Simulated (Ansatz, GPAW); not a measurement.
This is a calculation of W (Tungsten) for Ansatz 0.2.0. 

Contents of input.yaml:

```yaml
crystal:
  lattice:
    - [-1.582345, 1.582345, 1.582345]
    - [1.582345, -1.582345, 1.582345]
    - [1.582345, 1.582345, -1.582345]
  atoms:
    - { symbol: W, position: [0.0, 0.0, 0.0] }
hamiltonian:
  xc: lda
  pseudopotentials: { kind: paw }
  hubbard: { sites: [{ species: W, l: d, u_eff: 5.0 }] }
kpoints:
  mp_grid: { grid: [12, 12, 12] }
scf:
  occupations: { method: fermi_dirac, width: 0.05 }
output:
  forces: true
  stress: true
  eigenvalues: true
```

Potentials or basis: Ansatz PAW.

Command:

```sh
$ ansatz run input.yaml --threads 2 --pin off --max-ram 5632MiB --backend cpu --events-out ev --progress --plain --runs-dir out
```

Question: Set up the same calculation for GPAW 26.7.0 (ASE script). Potentials or basis there: the program's PAW data sets (release 1.2.1) made for this functional, cutoff 600 eV.

Answer: As run (cutoffs and basis follow the program's own potentials, and thresholds, step limits or extra output files can differ):

File run.py:

```python
from ase.dft.bandgap import bandgap
from ase.io import read, write
from ase.units import GPa
from gpaw import GPAW, PW

atoms = read('W.xyz')

calc = GPAW(mode=PW(600),
            xc='LDA',
            kpts={'size': (12, 12, 12), 'gamma': True},
            occupations={'name': 'fermi-dirac', 'width': 0.05},
            setups={'W': ':d,5.0'},
            nbands=16,
            convergence={'density': 1e-05, 'energy': 1e-05},
            maxiter=150,
            txt='gpaw.txt')
atoms.calc = calc
energy = atoms.get_potential_energy()
forces = atoms.get_forces()
stress = atoms.get_stress()
calc.write('gs.gpw')
write('result.traj', atoms)
print(f'Energy: {energy:.6f} eV')
print('Forces (eV/A):')
print(forces.round(4))
print('Stress (GPa):', (stress / GPa).round(3))
print('Fermi level:', round(calc.get_fermi_level(), 4), 'eV')
print(f'Gap: {bandgap(calc)[0]:.4f} eV, direct: {bandgap(calc, direct=True)[0]:.4f} eV')
```

Contents of W.xyz:

```xyz
1
Lattice="-1.5823450000 1.5823450000 1.5823450000 1.5823450000 -1.5823450000 1.5823450000 1.5823450000 1.5823450000 -1.5823450000" Properties=species:S:1:pos:R:3 pbc="T T T"
W      0.0000000000      0.0000000000      0.0000000000
```

Potentials or basis: the program's PAW data sets (release 1.2.1) made for this functional, pw.

Launch:

```bash
$ OMP_NUM_THREADS=1 python run.py
```

Both were run:

|  | Ansatz | GPAW |
| --- | --- | --- |
| Pressure | -5.4 GPa | -0.7 GPa |

Ansatz's pressure holds a Pulay term of +0.04 GPa for its cutoff of 420 eV, which the other run lacks.

Ansatz's potentials were made for PBE.

Where Ansatz's input types no cutoff or centring, it takes its own default and a Γ-centred mesh.

The two programs' LDA may be different fits to the electron gas.

The two runs disagree by more than potentials and bases usually give (in gap, levels, pressure or energy); the cause wasn't traced.

How U acts hangs on each program's projectors.

Pressure is positive in compression.
